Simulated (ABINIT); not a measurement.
Runs of ABINIT 10.8.3 (patched build) on Bi. It takes space group Im-3m (No. 229, cubic). Conventional cell: a = 3.963 Å, b = 3.963 Å, c = 3.963 Å, α = 90.00°, β = 90.00°, γ = 90.00°. Around Bi (site symmetry m-3m) lie 8 Bi at 3.43 Å. This isn't the form of Bi at room conditions, which is rhombohedral.

```tsv
task	level	potentials or basis	spin	cell	k mesh	cutoff (eV)	fine-grid cutoff	mesh quality	gap on the mesh (eV)	pressure (GPa)
single point	PBE	JTH PAW PBE v2.0	off	cell strained at random at fixed volume	9 × 9 × 9	599	1197.3 eV	not flagged	none	0.9
band structure	r2SCAN	JTH PAW LDA v2.0	off	as given	9 × 9 × 9	490	979.61 eV	not flagged	none	-
band structure	r2SCAN	JTH PAW PBE v2.0 sp	off	as given	9 × 9 × 9	490	979.61 eV	not flagged	none	0.0
band structure	PBEsol	PseudoDojo NC SR PBEsol v0.4.1 standard	off	as given	9 × 9 × 9	898	-	not flagged	none	-1.9
single point	r2SCAN	JTH PAW PBE v2.0	off	as given	4 × 4 × 4	707	1306.15 eV	coarse	none	(a)
single point	PBE	JTH PAW PBE v2.0	off	as given	9 × 9 × 9	599	1197.3 eV	not flagged	none	0.9
```

Alike in all rows: smearing fermi-dirac 0.05 eV.

Fill in the values left out.

(a) 1.1.

Caveats: some runs use coarse meshes; spin-orbit coupling is left out, which moves the levels of the heavy elements; the PAW data sets were made with another functional, which shifts forces and pressure a little (some runs); this set keeps more shells in the core, which shifts pressures and gaps (some runs).

A k mesh can miss the band edges, and the runs leave out spin-orbit coupling on Bi.

A gap of «none» marks a metal or a gap under the smearing width.

The runs don't all hold the same shells in valence.
